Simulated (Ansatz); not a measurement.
Zincblende InAs, relaxed with r2SCAN in the plane-wave code Ansatz. It is cubic, F-43m (No. 216); a = 6.109 Å in the conventional setting, 28.50 Å³ an atom. Around In lie 4 As at 2.65 Å; around As lie 4 In at 2.65 Å.

The axes x, y and z are those of this cell:
```
CELL_PARAMETERS angstrom
0.00000 3.05459 3.05459
3.05459 0.00000 3.05459
3.05459 3.05459 0.00000
ATOMIC_POSITIONS crystal
In 0.00000 0.00000 0.00000
As 0.25000 0.25000 0.25000
```

Unstrained: With HSE06 the gap is 0.358 eV and direct, at Γ. Meshes: HSE06 6×6×6. Strains are changes of length per length. After each strain the atoms were relaxed again with r2SCAN within the symmetry that the strain leaves, so tilts or polar shifts that break it weren't tested; points keep the names that they have in the unstrained zone. No spin polarisation and no zero-point or thermal motion.

(1) Apply isotropic -4.0 % on every length. How far does the gap move, against the unstrained cell?

(2) Apply isotropic -2.0 % on every length. How far does the gap move, against the unstrained cell?

(3) Estimate what isotropic -1.0 % on every length does to the gap.

(4) Estimate what isotropic +1.0 % on every length does to the gap.

(5) Apply isotropic -3.0 % on every length. How far does the gap move, against the unstrained cell?

(6) Order the strained cells by their HSE06 gap, smallest first.
A. isotropic -3.0 % on every length
B. isotropic -4.0 % on every length
C. isotropic -1.0 % on every length
D. isotropic +1.0 % on every length
E. isotropic -2.0 % on every length

Answers

(1) HSE06: the gap goes from 0.358 to 1.079 eV (+0.721 eV).

(2) HSE06: the gap goes from 0.358 to 0.717 eV (+0.359 eV).

(3) HSE06: the gap goes from 0.358 to 0.537 eV (+0.179 eV).

(4) HSE06: the gap goes from 0.358 to 0.181 eV (-0.177 eV).

(5) HSE06: the gap goes from 0.358 to 0.898 eV (+0.540 eV).

(6) D (0.18 eV), C (0.54 eV), E (0.72 eV), A (0.90 eV), B (1.08 eV).

Spin-orbit coupling is left out, which matters wherever the heavy atoms make up the band edges.

The meshes of the hybrids are coarse, so their gaps aren't converged to the digits shown.
